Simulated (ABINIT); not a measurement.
# Converging GW for AlN (P6_3mc) in ABINIT

Wanted: a converged G0W0 gap of AlN (P6_3mc), or an estimate of the limit.

Main program and level: ABINIT 10.8.3; LDA and many-body steps on it, plane waves.

The database entry behind the starting cell differs from later determinations by our own check (inner coordinate u about 0.002 short), so it need not match the best structure at ambient conditions.

## (1) Starting point

The structure is hexagonal, space group P6_3mc (No. 186). Conventional cell: a = 3.113 Å, b = 3.113 Å, c = 4.981 Å, α = 90.00°, β = 90.00°, γ = 120.00°. Nearest to Al lie 4 N at 1.89 Å. N has 4 Al at 1.89 Å nearest. Farther neighbours and most contacts between anions are not listed.

The cell and positions come from the Crystallography Open Database and are kept as given unless a step says otherwise.

## (2) Empty states on the mesh, 6×6×4 mesh, 775 bands

This step: ABINIT 10.8.3; DFT, LDA, plane waves, norm-conserving pseudopotentials.

The sums over transitions need many empty states on a uniform mesh; this step solves for them.

File run.abi:

```
acell 3*1.0 Angstrom
rprim 
  3.113000000011 -0.000000000003 0.000000000000
  -1.556500000003 2.695937081992 0.000000000000
  0.000000000000 0.000000000000 4.981000000000
ntypat 2
znucl 13 7
natom 4
typat 1 1 2 2
xred 
  0.333333333333 0.666666666667 0.000000000000
  0.666666666667 0.333333333333 0.500000000000
  0.333333333333 0.666666666667 0.380000000000
  0.666666666667 0.333333333333 0.880000000000
pp_dirpath "pseudos"
pseudos "Al.upf, N.upf"
ecut 36
ngkpt 6 6 4
nshiftk 1
shiftk 0 0 0
kptopt 1
chksymbreak 0
irdden 1
istwfk *1
nband 775
prtvol 0
optdriver 6
gwr_task "HDIAGO"
paral_kgb 0
occopt 1
indata_prefix "in"
outdata_prefix "out"
tmpdata_prefix "tmp"
```

The run is started by

```console
OMP_NUM_THREADS=1 mpirun -n 4 abinit run.abi > log
```

The program printed:

```text
.Version 10.8.3 of ABINIT. v10.8.2 released Aug 2026.

 Symmetries : space group P6_3 m c (#186); Bravais hP (primitive hexag.)
[... echo of the input left out ...]
== DATASET  1 ==================================================================
-   mpi_nproc: 4, omp_nthreads: 1 (-1 if OMP is not activated)

--- !DatasetInfo
iteration_state: {dtset: 1, }
dimensions: {natom: 4, nkpt: 21, mband: 775, nsppol: 1, nspinor: 1, nspden: 1, mpw: 2934, }
cutoff_energies: {ecut:  36.0, pawecutdg:  -1.0, }
[...]
Direct band gap semiconductor
 Fundamental gap:     4.255 (eV)
   VBM:     5.659 (eV) at k: [ 0.0000E+00,  0.0000E+00,  0.0000E+00]
   CBM:     9.914 (eV) at k: [ 0.0000E+00,  0.0000E+00,  0.0000E+00]
 Direct gap:         4.255 (eV) at k: [ 0.0000E+00,  0.0000E+00,  0.0000E+00]

== END DATASET(S) ==============================================================
================================================================================

 -outvars: echo values of variables after computation  --------
           etotal      0.0000000000E+00
            nband         775
             nkpt          21
          spgroup         186
 [... the other variables as echoed above ...]

 Calculation completed.
```

Run time: 2.2 min. Hardware: 4 MPI ranks of Arm Neoverse V2, shared host; peak memory 2.2 GiB; 8.6 min of CPU time.

Numbers from this step:

```yaml
gap: 4.255 eV
k_of_the_valence_top: 0, 0, 0
k_of_the_conduction_bottom: 0, 0, 0
least_direct_gap: 4.255 eV
k_points_computed: 21
lowest_point_of_the_top_converged_band_above_the_valence_top: 381.3287 eV
```

On this mesh the gap is 4.255 eV.

The density comes from a self-consistent run that is not shown.

## (3) Screening, 6×6×4 mesh, 102 bands, screening to 125.2 eV

The RPA dielectric matrix is built and inverted for each q.

This step: RPA screening on LDA, plane waves, norm-conserving pseudopotentials.

run.abi, as its differences from that of step 2:

```diff
@@ -22,10 +22,11 @@
 chksymbreak 0
-irdden 1
 istwfk *1
-nband 775
-prtvol 0
-optdriver 6
-gwr_task "HDIAGO"
-paral_kgb 0
 occopt 1
+irdwfk 1
+optdriver 3
+nband 102
+ecuteps 4.6
+inclvkb 2
+awtr 1
+symchi 1
 indata_prefix "in"
```

The program printed:

```text
.Version 10.8.3 of ABINIT. v10.8.2 released Aug 2026.

 Symmetries : space group P6_3 m c (#186); Bravais hP (primitive hexag.)
[... echo of the input left out ...]
== DATASET  1 ==================================================================
-   mpi_nproc: 4, omp_nthreads: 1 (-1 if OMP is not activated)

--- !DatasetInfo
iteration_state: {dtset: 1, }
dimensions: {natom: 4, nkpt: 21, mband: 102, nsppol: 1, nspinor: 1, nspden: 1, mpw: 2934, }
cutoff_energies: {ecut:  36.0, pawecutdg:  -1.0, }
electrons: {nelect:   1.60000000E+01, charge:   0.00000000E+00, occopt:   1.00000000E+00, tsmear:   1.00000000E-02, }

 SCREENING: Calculation of the susceptibility and dielectric matrices

 Based on a program developped by R.W. Godby, V. Olevano, G. Onida, and L. Reining.
 Incorporated in ABINIT by V. Olevano, G.-M. Rignanese, and M. Torrent.
.Using double precision arithmetic ; gwpc =  8

[... cell and pseudopotentials left out ...]
--------------------------------------------------------------------------------

 ==== K-mesh for the wavefunctions ====
 Number of points in the irreducible wedge :    21
[... list of points left out ...]
 Together with 12 symmetry operations and time-reversal symmetry
 yields   144 points in the full Brillouin Zone.

 ==== Q-mesh for the screening function ====
 Number of points in the irreducible wedge :    21
[... list of points left out ...]
 Together with 12 symmetry operations and time-reversal symmetry
 yields   144 points in the full Brillouin Zone.

 setmesh: FFT mesh size selected  =    20x   20x   36
          total number of points  =        14400

 vcoul_init : cutoff-mode = AUXILIARY_FUNCTION
 q-points for optical limit:   1
     1)      0.000010    0.000020    0.000030

- screening: taking advantage of time-reversal symmetry
- Maximum band index for partially occupied states nbvw = 8
- Remaining bands to be divided among processors   nbcw = 94
- Number of bands treated by each node ~23

 Number of electrons calculated from density =   16.0000; Expected =   16.0000
 average of density, n =  0.056718
 r_s =    1.6146
 omega_plasma =   22.9728 [eV]

 calculating chi0 at frequencies [eV] :
  1    0.000000E+00    0.000000E+00
  2    0.000000E+00    2.297283E+01

--------------------------------------------------------------------------------
  q-point number  1        q = ( 0.000000, 0.000000, 0.000000) [r.l.u.]
--------------------------------------------------------------------------------
[... chi0 elements left out ...]
 For q-point:  0.000010 0.000020 0.000030
  dielectric constant =   4.2976
  dielectric constant without local fields =   4.7140

  Average fulfillment of the sum rule on Im[epsilon] for q-point    1 :     80.86  [%]
[... wings left out ...]
  q-point number  2        q = ( 0.166667, 0.000000, 0.000000) [r.l.u.]
--------------------------------------------------------------------------------
[... chi0 elements left out ...]
  Average fulfillment of the sum rule on Im[epsilon] for q-point    2 :     89.06  [%]

 [... 19 further q-points ...]
```

It took 70 s on 4 MPI ranks; peak memory 1 GiB; 4.7 min of CPU time.

Numbers from this step:

| Property | Result |
| --- | --- |
| ε∞ with local fields, on this mesh, along the program's q direction | 4.298 |
| the same without local fields | 4.714 |
| plasma frequency | 22.97 eV |
| plane waves in the screening matrix | 135 |

Local fields lower ε∞ by 9 %.

## (4) 102 bands, 125.2 eV

The self-energy is evaluated for the states that the input lists, and the levels follow from it, in one-shot runs by the linearised quasiparticle equation.

This step: G0W0 on LDA, plane waves, norm-conserving pseudopotentials.

run.abi, as its differences from that of step 3:

```diff
@@ -25,8 +25,21 @@
 irdwfk 1
-optdriver 3
+optdriver 4
 nband 102
+gwcalctyp 0
+ecutsigx 36
+symsigma 1
+nkptgw 4
+kptgw 
+  0.0000000000 0.0000000000 0.0000000000
+  0.5000000000 0.0000000000 0.0000000000
+  0.0000000000 0.0000000000 0.5000000000
+  0.5000000000 0.0000000000 0.5000000000
+bdgw 
+  6 10
+  7 10
+  5 10
+  7 10
 ecuteps 4.6
-inclvkb 2
-awtr 1
-symchi 1
+irdscr 1
+ppmodel 1
 indata_prefix "in"
```

The program printed:

```text
.Version 10.8.3 of ABINIT. v10.8.2 released Aug 2026.

 Symmetries : space group P6_3 m c (#186); Bravais hP (primitive hexag.)
[... echo of the input left out ...]
== DATASET  1 ==================================================================
-   mpi_nproc: 4, omp_nthreads: 1 (-1 if OMP is not activated)

--- !DatasetInfo
iteration_state: {dtset: 1, }
dimensions: {natom: 4, nkpt: 21, mband: 102, nsppol: 1, nspinor: 1, nspden: 1, mpw: 2934, }
cutoff_energies: {ecut:  36.0, pawecutdg:  -1.0, }
electrons: {nelect:   1.60000000E+01, charge:   0.00000000E+00, occopt:   1.00000000E+00, tsmear:   1.00000000E-02, }

 SIGMA: Calculation of the GW corrections

 Based on a program developped by R.W. Godby, V. Olevano, G. Onida, and L. Reining.
 Incorporated in ABINIT by V. Olevano, G.-M. Rignanese, and M. Torrent.
.Using double precision arithmetic ; gwpc =  8

[... cell and pseudopotentials left out ...]
--------------------------------------------------------------------------------

 ==== K-mesh for the wavefunctions ====
 Number of points in the irreducible wedge :    21
[... list of points left out ...]
 Together with 12 symmetry operations and time-reversal symmetry
 yields   144 points in the full Brillouin Zone.

 ==== Q-mesh for screening function ====
 Number of points in the irreducible wedge :    21
[... list of points left out ...]
 Together with 12 symmetry operations and time-reversal symmetry
 yields   144 points in the full Brillouin Zone.

 vcoul_init : cutoff-mode = AUXILIARY_FUNCTION
 q-points for optical limit:   1
     1)      0.000010    0.000020    0.000030
 setmesh: FFT mesh size selected  =    27x   27x   54
          total number of points  =        39366

 Number of electrons calculated from density =   16.0000; Expected =   16.0000
 average of density, n =  0.056718
 r_s =    1.6146
 omega_plasma =   22.9728 [eV]

 === KS Band Gaps ===
  >>>> For spin  1
   Minimum direct gap =   4.2550 [eV], located at k-point      :   0.0000  0.0000  0.0000
   Fundamental gap    =   4.2550 [eV], Top of valence bands at :   0.0000  0.0000  0.0000
                                       Bottom of conduction at :   0.0000  0.0000  0.0000
 SIGMA fundamental parameters:
 PLASMON POLE MODEL  1
 number of plane-waves for SigmaX                 2863
 number of plane-waves for SigmaC and W            135
 number of plane-waves for wavefunctions          2863
 number of bands                                   102
 number of independent spin polarizations            1
 number of spinorial components                      1
 number of k-points in IBZ                          21
 number of q-points in IBZ                          21
 number of symmetry operations                      12
 number of k-points in BZ                          144
 number of q-points in BZ                          144
 number of frequencies for dSigma/dE                 9
 frequency step for dSigma/dE [eV]                0.25
 number of omega for Sigma on real axis              0
 max omega for Sigma on real axis  [eV]           0.00
 zcut for avoiding poles [eV]                     0.10

 EPSILON^-1 parameters (SCR file):
 dimension of the eps^-1 matrix on file            135
 dimension of the eps^-1 matrix used               135
 number of plane-waves for wavefunctions          2863
 number of bands                                   102
 number of q-points in IBZ                          21
 number of frequencies                               2
 number of real frequencies                          1
 number of imag frequencies                          1

 matrix elements of self-energy operator (all in [eV])

 Perturbative Calculation

--- !SelfEnergy_ee
iteration_state: {dtset: 1, }
kpoint     : [   0.000,    0.000,    0.000, ]
spin       : 1
KS_gap     :    4.255
QP_gap     :    5.732
Delta_QP_KS:    1.477
data: !SigmaeeData |
     Band     E0 <VxcDFT>   SigX SigC(E0)      Z dSigC/dE  Sig(E)    E-E0       E
        6   5.481 -16.803 -20.935   3.214   0.788  -0.268 -17.527  -0.724   4.757
        7   5.481 -16.803 -20.935   3.214   0.788  -0.268 -17.527  -0.724   4.757
        8   5.659 -16.908 -20.973   3.186   0.789  -0.268 -17.601  -0.693   4.966
        9   9.914 -12.746  -8.139  -3.648   0.818  -0.223 -11.962   0.784  10.698
       10  12.222 -11.101  -5.870  -4.189   0.827  -0.210 -10.240   0.860  13.082

--- !SelfEnergy_ee
iteration_state: {dtset: 1, }
kpoint     : [   0.500,    0.000,    0.000, ]
spin       : 1
KS_gap     :    6.364
QP_gap     :    7.963
Delta_QP_KS:    1.599
data: !SigmaeeData |
     Band     E0 <VxcDFT>   SigX SigC(E0)      Z dSigC/dE  Sig(E)    E-E0       E
        7   3.866 -14.832 -19.233   3.225   0.788  -0.268 -15.759  -0.927   2.939
[...]
--- !SelfEnergy_ee
iteration_state: {dtset: 1, }
kpoint     : [   0.000,    0.000,    0.500, ]
spin       : 1
KS_gap     :    6.945
QP_gap     :    8.689
Delta_QP_KS:    1.744
data: !SigmaeeData |
     Band     E0 <VxcDFT>   SigX SigC(E0)      Z dSigC/dE  Sig(E)    E-E0       E
[...]
--- !SelfEnergy_ee
iteration_state: {dtset: 1, }
kpoint     : [   0.500,    0.000,    0.500, ]
spin       : 1
KS_gap     :    6.595
QP_gap     :    8.255
Delta_QP_KS:    1.660
data: !SigmaeeData |
     Band     E0 <VxcDFT>   SigX SigC(E0)      Z dSigC/dE  Sig(E)    E-E0       E
[...]
8   4.299 -15.743 -20.221   3.346   0.787  -0.271 -16.633  -0.890   3.409
        9  10.894 -10.410  -5.562  -3.920   0.830  -0.205  -9.640   0.771  11.665
       10  10.894 -10.410  -5.562  -3.920   0.830  -0.205  -9.640   0.771  11.665

== END DATASET(S) ==============================================================
================================================================================

 -outvars: echo values of variables after computation  --------
           etotal      0.0000000000E+00
            nband         102
             nkpt          21
          spgroup         186
 [... the other variables as echoed above ...]

 Calculation completed.
```

Run time: 14 s. Hardware: 4 MPI ranks; peak memory 0.97 GiB; 57 s of CPU time.

This step gave:

```yaml
g0w0_gap_on_the_mesh: 5.732 eV
starting_gap_on_the_mesh: 4.255 eV
k_of_the_valence_top: 0, 0, 0
k_of_the_conduction_bottom: 0, 0, 0
z_at_the_valence_top: 0.789
z_at_the_conduction_bottom: 0.818
least_direct_g0w0_gap_on_the_computed_points: 5.732 eV
```

The gap on the mesh goes from 4.26 eV to 5.73 eV, a correction of +1.48 eV.

## (5) Screening, 6×6×4 mesh, 158 bands, screening to 170.3 eV

This step: RPA screening on LDA, plane waves, norm-conserving pseudopotentials.

run.abi, as its differences from that of step 4:

```diff
@@ -25,21 +25,8 @@
 irdwfk 1
-optdriver 4
-nband 102
-gwcalctyp 0
-ecutsigx 36
-symsigma 1
-nkptgw 4
-kptgw 
-  0.0000000000 0.0000000000 0.0000000000
-  0.5000000000 0.0000000000 0.0000000000
-  0.0000000000 0.0000000000 0.5000000000
-  0.5000000000 0.0000000000 0.5000000000
-bdgw 
-  6 10
-  7 10
-  5 10
-  7 10
-ecuteps 4.6
-irdscr 1
-ppmodel 1
+optdriver 3
+nband 158
+ecuteps 6.26
+inclvkb 2
+awtr 1
+symchi 1
 indata_prefix "in"
```

The program printed:

```text
.Version 10.8.3 of ABINIT. v10.8.2 released Aug 2026.

 Symmetries : space group P6_3 m c (#186); Bravais hP (primitive hexag.)
[... echo of the input left out ...]
== DATASET  1 ==================================================================
-   mpi_nproc: 4, omp_nthreads: 1 (-1 if OMP is not activated)

--- !DatasetInfo
iteration_state: {dtset: 1, }
dimensions: {natom: 4, nkpt: 21, mband: 158, nsppol: 1, nspinor: 1, nspden: 1, mpw: 2934, }
cutoff_energies: {ecut:  36.0, pawecutdg:  -1.0, }
electrons: {nelect:   1.60000000E+01, charge:   0.00000000E+00, occopt:   1.00000000E+00, tsmear:   1.00000000E-02, }

 SCREENING: Calculation of the susceptibility and dielectric matrices

 Based on a program developped by R.W. Godby, V. Olevano, G. Onida, and L. Reining.
 Incorporated in ABINIT by V. Olevano, G.-M. Rignanese, and M. Torrent.
.Using double precision arithmetic ; gwpc =  8

[... cell and pseudopotentials left out ...]
--------------------------------------------------------------------------------

 ==== K-mesh for the wavefunctions ====
 Number of points in the irreducible wedge :    21
[... list of points left out ...]
 Together with 12 symmetry operations and time-reversal symmetry
 yields   144 points in the full Brillouin Zone.

 ==== Q-mesh for the screening function ====
 Number of points in the irreducible wedge :    21
[... list of points left out ...]
 Together with 12 symmetry operations and time-reversal symmetry
 yields   144 points in the full Brillouin Zone.

 setmesh: FFT mesh size selected  =    20x   20x   36
          total number of points  =        14400

 vcoul_init : cutoff-mode = AUXILIARY_FUNCTION
 q-points for optical limit:   1
     1)      0.000010    0.000020    0.000030

- screening: taking advantage of time-reversal symmetry
- Maximum band index for partially occupied states nbvw = 8
- Remaining bands to be divided among processors   nbcw = 150
- Number of bands treated by each node ~37

 Number of electrons calculated from density =   16.0000; Expected =   16.0000
 average of density, n =  0.056718
 r_s =    1.6146
 omega_plasma =   22.9728 [eV]

 calculating chi0 at frequencies [eV] :
  1    0.000000E+00    0.000000E+00
  2    0.000000E+00    2.297283E+01

--------------------------------------------------------------------------------
  q-point number  1        q = ( 0.000000, 0.000000, 0.000000) [r.l.u.]
--------------------------------------------------------------------------------
[... chi0 elements left out ...]
 For q-point:  0.000010 0.000020 0.000030
  dielectric constant =   4.2862
  dielectric constant without local fields =   4.7152

  Average fulfillment of the sum rule on Im[epsilon] for q-point    1 :     88.07  [%]
[... wings left out ...]
  q-point number  2        q = ( 0.166667, 0.000000, 0.000000) [r.l.u.]
--------------------------------------------------------------------------------
[... chi0 elements left out ...]
  Average fulfillment of the sum rule on Im[epsilon] for q-point    2 :     93.11  [%]

 [... 19 further q-points ...]
```

It took 2.3 min on 4 MPI ranks; peak memory 1.4 GiB; 9 min of CPU time.

Numbers from this step:

- ε∞ with local fields, on this mesh, along the program's q direction: 4.286
- the same without local fields: 4.715
- plasma frequency: 22.97 eV
- plane waves in the screening matrix: 221

(Part 1 of 2 ends here.)

[Paths, hosts, dates, memory and timing lines, banners, echoed tables and standing remarks are left out of the program output.]

[Logs are printed without paths, hosts, clocks, repeated set-up lines and the standing remarks that a program may print on its own settings, such as how far it seeks lower states.]

[Runs of the session that timed out or met a known fault of the program may be left out.]

[Hosts, paths, dates, database ids (printed as entryN), source tags and the programs' standing remarks are cut or masked in the printed files.]

[G0W0 gaps are taken among the corrected bands and points alone; a level outside them can change the order at an edge.]

[Where Ansatz stands beside ABINIT at settings called matched, ABINIT's density can come from a denser mesh and the files from another edition; pairs whose starting gaps differed by over 0.03 eV were left out, so agreement reads better than it is.]
